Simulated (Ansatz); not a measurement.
**Ta: the order of phases at one pressure**

Aim: bring Ta in several structures (fcc, bcc, hcp, simple hexagonal, omega, beta tin) to one pressure and rank them by enthalpy. The pressure is set by scaling the first phase. The runs shown use PAW.

Computed with Ansatz 0.2.0 (DFT, PBE, PAW with Ansatz's default frozen-core files, scalar-relativistic, unless a step's input says otherwise).

### Step 1. Starting point

Symmetry: Fm-3m, No. 225, cubic system. The conventional cell has a = 4.185 Å, b = 4.185 Å, c = 4.185 Å, α = 90.00°, β = 90.00°, γ = 90.00°. Around Ta (site symmetry m-3m) lie 12 Ta at 2.96 Å.

Structure file:

```xyz
1
Lattice="0.0000 2.0924 2.0924 2.0924 0.0000 2.0924 2.0924 2.0924 0.0000" Properties=species:S:1:pos:R:3 pbc="T T T"
Ta    0.0000    0.0000    0.0000
```

### Step 2. Cell relaxed at zero pressure, PAW

Contents of input.yaml:

```yaml
crystal:
  lattice:
    - [0.0, 2.0923759827, 2.0923759827]
    - [2.0923759827, 0.0, 2.0923759827]
    - [2.0923759827, 2.0923759827, 0.0]
  atoms:
    - { symbol: Ta, position: [0.0, 0.0, 0.0] }
kpoints:
  mp_grid: { grid: [16, 16, 16] }
scf:
  occupations: { method: fermi_dirac, width: 0.05 }
hamiltonian:
  xc: pbe
  pseudopotentials: { kind: paw }
output:
  forces: true
  stress: true
relax:
  f_tol: 0.005
  max_steps: 40
  cell: {}
```

Run with:

```console
> ansatz run input.yaml --threads 1 --pin off --max-ram 3584MiB --backend cpu --events-out ev --progress --plain --runs-dir out
```

The runs that follow: Volume scaled by 0.99, to set the pressure, PAW; Fcc relaxed under pressure, PAW; Bcc relaxed under pressure, PAW; Hcp relaxed under pressure, PAW; Simple hexagonal relaxed under pressure, PAW; Omega relaxed under pressure, PAW; Beta tin relaxed under pressure, PAW.

What does the calculation give? Wanted: pressure; lowest.

**Answer**, as computed:

| quantity | value |
| --- | --- |
| pressure | 2 GPa |
| lowest (PAW) | bcc, 231.2 meV/atom under omega |

**Reading.** By PAW the order is bcc < omega < fcc < hcp < simple hexagonal < beta tin. Only these structures were tried, with electrons smeared by 0.05 eV and without vibrations, so the true ground state may be another. The k meshes differ between phases and weren't tested, which can move differences by some meV. Spin-orbit coupling is left out, though the cell holds Ta; in elements this heavy it can shift bands and gaps by tenths of an eV.
